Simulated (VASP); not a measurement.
Crystal: PbS (Galena).

```
CELL_PARAMETERS angstrom
0.00000 2.96575 2.96575
2.96575 0.00000 2.96575
2.96575 2.96575 0.00000
ATOMIC_POSITIONS crystal
Pb 0.00000 0.00000 0.00000
S 0.50000 0.50000 0.50000
```

| Item | Value |
| --- | --- |
| Program | VASP 6.6.1 |
| Task | relaxation of cell and atoms |
| Functional | PBE |
| Potentials or basis | VASP PAW PBE potentials, release 64 (Pb_d, S) |
| Cutoff | 600 eV |
| k mesh | 8 × 8 × 8 |
| Occupations | fermi-dirac, width 0.05 eV |
| Spin | no spin polarisation |

At the start: pressure 2.2 GPa; volume 26.09 Å³/atom.

**Question.** Where does the relaxation end?

**Answer.** Over 3 steps the energy falls by 6.8 meV/atom and the volume is 27.10 Å³/atom (+3.9 %); space group Fm-3m (No. 225, to 0.05 Å).

The path:
| step | energy change (eV) | largest force (eV/Å) | pressure (GPa) | volume (Å³) |
| --- | --- | --- | --- | --- |
| 1 | 0.0000 | 0.0000 | 2.21 | 52.17 |
| 2 | -0.0119 | 0.0000 | -0.69 | 54.93 |
| 3 | -0.0135 | 0.0000 | 0.01 | 54.20 |

Final structure:
```cif
data_structure
_symmetry_space_group_name_H-M 'P 1'
_symmetry_Int_Tables_number 1
_cell_length_a 4.2479
_cell_length_b 4.2479
_cell_length_c 4.2479
_cell_angle_alpha 60.000
_cell_angle_beta 60.000
_cell_angle_gamma 60.000
_cell_volume 54.20
loop_
_atom_site_label
_atom_site_type_symbol
_atom_site_fract_x
_atom_site_fract_y
_atom_site_fract_z
_atom_site_occupancy
Pb1 Pb 0.00000 0.00000 0.00000 1
S1 S 0.50000 0.50000 0.50000 1
```
